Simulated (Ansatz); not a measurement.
## Zn: energy above lowest point and pressure against volume per atom

Results calculated with Ansatz 0.2.0 development build, not measured. Equation of state of a cubic crystal from periodic Kohn-Sham density functional theory without spin; pressure corrected for the finite basis.

Cell of the first row (space group Im-3m, No. 229):
```
Zn
1.0
     -1.5552     1.5552     1.5552
      1.5552    -1.5552     1.5552
      1.5552     1.5552    -1.5552
Zn
1
Direct
  0.00000 0.00000 0.00000
```

Settings of every row: formula Zn; structure type bcc; functional PBE; spin treatment none; k mesh 25x25x25; occupation method fermi-dirac; occupation width 0.061225619 eV; wave cutoff 700 eV; datasets soft-1 PAW; density cutoff ratio 4.

Limits: a cubic model structure, not a phase known at ambient conditions; the SCF threshold is loose for a stress in some rows.

```csv
row,volume per atom (Å³),energy above lowest point (meV/atom),pressure (GPa)
1,15.045,1.62,1.551
2,15.352,0,0.169
3,15.659,?,?
4,15.966,3.93,-2.125
5,16.273,8.93,-3.069
```

Question: what energy above lowest point and pressure should row 3 give?

Worked fit of energy above lowest point. Take u = (V_r/V)^(2/3) − 1 with V_r = 15.659 Å³ an atom, which is twice the finite (Eulerian) strain; such expansions in the strain, on which the Birch-Murnaghan equation of state is built, carry the rest volume and the bulk modulus. The shown rows have u = 0.02703, 0.01329, -0.01286, -0.02532. Least squares give energy above lowest point = 0.865 − 151.39 × u + 6620 × u² meV/atom; a straight line predicts inner rows, each left out in turn, worse (root mean square 2.6 against 0.057 meV/atom). The rows lie off it by 0.01, -0.02, 0.02, -0.01. Its lowest point lies at u = 0.0114, or V = 15.39 Å³ an atom, and the curvature there gives the bulk modulus at fixed shape and fractions, B = (4/9)(1 + u)² E″(u)/V = 62.7 GPa. The withheld row has u = 0, so the fit gives 0.865 − 151.39 × (0) + 6620 × (0)² = 0.86 meV/atom.

The calculation gave 0.87 meV/atom. The fit lies 0.01 meV/atom (1.1 % of the value, 0.11 % of the column's range) below it, one unit of the last digit.

Worked fit of pressure. Take u = (V_r/V)^(2/3) − 1 with V_r = 15.659 Å³ an atom, which is twice the finite (Eulerian) strain; such expansions in the strain, on which the Birch-Murnaghan equation of state is built, carry the rest volume and the bulk modulus. The shown rows have u = 0.02703, 0.01329, -0.01286, -0.02532. Least squares give pressure = −1.051 + 87.686 × u + 316.5 × u² GPa; a straight line predicts inner rows, each left out in turn, worse (root mean square 0.13 against 0.0032 GPa). The rows lie off it by 0.001, -0.001, 0.001, -0.001. The pressure vanishes at u = 0.0115, or V = 15.39 Å³ an atom, and there the bulk modulus at fixed shape and fractions is B = −V dP/dV = (2/3)(1 + u) dP/du = 64 GPa. The withheld row has u = 0, so the fit gives −1.051 + 87.686 × (0) + 316.5 × (0)² = -1.051 GPa.

The calculation gave -1.05 GPa. The fit lies 0.001 GPa (0.022 % of the column's range) below it, one unit of the last digit.
